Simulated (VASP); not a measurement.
# TiO2 (Rutile): optical spectrum with PBE

**Experimental background.**

From “Shallow Valence Band of Rutile GeO2 and P-type Doping”, 2020, arxiv:2011.08928, for a bulk crystal of TiO2 at 1.6 K: band gap 3.03 eV (direct).

TiO2 (Rutile):

```
Ti O
1.0
     4.59271    0.00000    0.00000
     0.00000    4.59271    0.00000
     0.00000    0.00000    2.94174
Ti O
2 4
Cartesian
  0.0000 0.0000 0.0000
  2.2964 2.2964 1.4709
  1.3977 1.3977 2.9417
  0.8987 3.6940 1.4709
  3.1950 3.1950 0.0000
  3.6940 0.8987 1.4709
```

```json
{
 "Program": "VASP 6.6.1",
 "Task": "optical spectrum",
 "Functional": "PBE",
 "Potentials or basis": "VASP PAW PBE potentials, release 64 (Ti_sv, O)",
 "Cutoff": "520 eV",
 "k mesh": "6 × 6 × 10",
 "Occupations": "gaussian, width 0.03 eV",
 "Spin": "no spin polarisation",
 "Further INCAR settings": "ALGO = Normal; EDIFF = 1e-07; NBANDS = 48"
}
```

```yaml
Pressure: 7.4 GPa
Largest_force: 0.071 eV/Å
Band_gap_on_the_k_mesh: 1.87 eV, direct
```

Forces in eV/Å, atoms in the order of the input:
```
Ti   0.000  0.000  0.000
Ti   0.000  0.000  0.000
O   -0.050 -0.050  0.000
O    0.050 -0.050  0.000
O    0.050  0.050  0.000
O   -0.050  0.050  0.000
```

Stress tensor (GPa, compression positive):
```
6.99 0.00 0.00
0.00 6.99 0.00
0.00 0.00 8.23
```

Levels at points of the mesh, in eV from the valence-band top:
```
           k point  band 21  band 22  band 23  band 24  band 25  band 26  band 27  band 28
(0.00, 0.00, 0.00)    -0.69    -0.45    -0.45     0.00     1.87     2.16     2.43     2.53
(0.50, 0.00, 0.00)    -1.62    -1.62    -0.75    -0.75     2.54     2.54     3.05     3.05
(0.50, 0.50, 0.00)    -1.29    -1.29    -1.08    -1.08     1.90     1.90     2.55     2.55
(0.00, 0.00, 0.50)    -2.38    -2.38    -1.43    -1.43     2.99     2.99     3.24     3.24
(0.50, 0.00, 0.50)    -2.05    -2.05    -1.04    -1.04     1.92     1.92     3.26     3.26
(0.50, 0.50, 0.50)    -1.29    -1.29    -0.67    -0.67     2.61     2.61     3.23     3.23
```

Dielectric function (mean over the directions given):
```tsv
energy (eV)	real part	imaginary part
0.29	7.90	0.00
1.27	8.56	0.00
2.34	12.02	0.20
3.32	9.79	12.90
4.39	2.67	7.07
5.37	1.45	3.05
6.44	3.08	4.88
7.52	1.27	11.04
8.49	-2.26	3.26
9.57	-1.84	1.96
10.54	-0.48	1.21
11.62	0.31	1.28
12.59	0.94	0.96
13.67	0.42	1.31
14.74	1.03	0.92
15.72	0.76	1.06
16.79	1.06	1.45
17.77	0.92	1.18
18.84	0.75	1.36
19.91	0.61	2.45
```

Run time: 72 s on 2 MPI ranks on Intel(R) Xeon(R) Platinum 8488C (Sapphire Rapids), on a shared host, peak memory 0.43 GiB a rank.

Measured gap of TiO2: 3.03 eV (direct; 1.6 K; quoted in “Shallow Valence Band of Rutile GeO2 and P-type Doping”, 2020, arxiv:2011.08928). This calculation gives 1.87 eV (-1.16 eV). 2 values of this kind are on record in papers (3.03 to 3.05 eV); this one was drawn at random among those near their median. The value is that of PBE on a finite k mesh, which can miss the band edges, without temperature or zero-point motion. Semilocal functionals fall short of measured gaps as a rule.

Caveat: spectra need much finer meshes, so this one isn't converged; independent-particle spectra lack excitons.
